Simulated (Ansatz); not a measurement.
# ZnO: the cost of one run

Method: DFT PBE, scalar-relativistic, plane waves, PAW, in Ansatz 0.2.0.

1 further run of the same task is left out (set aside as unsound or not needed). Runs told in other sessions of the task aren't counted.

## 1. The starting structure

Symmetry: P6_3mc, No. 186, hexagonal system. The conventional cell has a = 3.272 Å, b = 3.272 Å, c = 10.630 Å, α = 90.00°, β = 90.00°, γ = 120.00°. Around Zn (site symmetry 3m) lie 4 O at 2.00 Å. Around Zn (site symmetry 3m) lie 4 O at 2.00 to 2.01 Å. O (site symmetry 3m) has 4 Zn at 2.00 Å in its first shell of neighbours. Around O (site symmetry 3m) lie 4 Zn at 2.00 to 2.01 Å.

Structure file:

```
CELL_PARAMETERS angstrom
3.27181 0.00000 0.00000
-1.63591 2.83347 0.00000
0.00000 0.00000 10.63000
ATOMIC_POSITIONS crystal
Zn 0.66667 0.33333 0.84410
Zn 0.33333 0.66667 0.34410
Zn 0.00000 0.00000 0.59431
Zn 0.00000 0.00000 0.09431
O 0.66667 0.33333 0.65592
O 0.33333 0.66667 0.15592
O 0.00000 0.00000 0.40568
O 0.00000 0.00000 0.90568
```

It is the end of an earlier relaxation with the same method, from a generated guess; it needn't be the stable form of this composition. At a tolerance of 0.02 Å it has space group P6_3mc (No. 186); it has 12.32 Å³/atom, an uncorrected energy of -1.42 eV/atom over the elements.

## 2. Electronic structure at the relaxed geometry

Input file input.yaml:

```yaml
crystal:
  lattice:
    - [3.2718123184, 2.89e-08, 0.0]
    - [-1.6359061842, 2.8334725697, 0.0]
    - [0.0, 0.0, 10.629996]
  atoms:
    - { symbol: Zn, position: [0.6666666667, 0.3333333333, 0.844101] }
    - { symbol: Zn, position: [0.3333333333, 0.6666666667, 0.344101] }
    - { symbol: Zn, position: [0.0, 0.0, 0.594308] }
    - { symbol: Zn, position: [0.0, 0.0, 0.094308] }
    - { symbol: O, position: [0.6666666667, 0.3333333333, 0.655916] }
    - { symbol: O, position: [0.3333333333, 0.6666666667, 0.155916] }
    - { symbol: O, position: [0.0, 0.0, 0.405675] }
    - { symbol: O, position: [0.0, 0.0, 0.905675] }
basis:
  ecutwfc: 420
kpoints:
  mp_grid: { grid: [12, 12, 4] }
  band_path:
    path:
      - [[0.0, 0.0, 0.0], [0.5, 0.0, 0.0], [0.33333333, 0.33333333, 0.0], [0.0, 0.0, 0.0], [0.0, 0.0, 0.5], [0.5, 0.0, 0.5], [0.33333333, 0.33333333, 0.5], [0.0, 0.0, 0.5]]
      - [[0.5, 0.0, 0.5], [0.5, 0.0, 0.0]]
      - [[0.33333333, 0.33333333, 0.5], [0.33333333, 0.33333333, 0.0]]
    npoints: 14
hamiltonian:
  xc: pbe
scf:
  occupations: { method: gaussian, width: 0.02 }
  n_extra_bands: 20
output:
  forces: true
  stress: true
  eigenvalues: true
  populations: true
  dos: { projected: true, de: 0.02, nscf_kmesh: { grid: [18, 18, 6] } }
  bader: true
```

The run is started by

```bash
> ansatz run input.yaml --threads 4 --pin off --max-ram 8192MiB --backend cpu --events-out ev --progress --plain --runs-dir out
```

What time and memory should one allow on 4 threads of AMD EPYC 9R45 (Zen 5), shared host?

About 28 s, with a peak of 0.84 GiB.
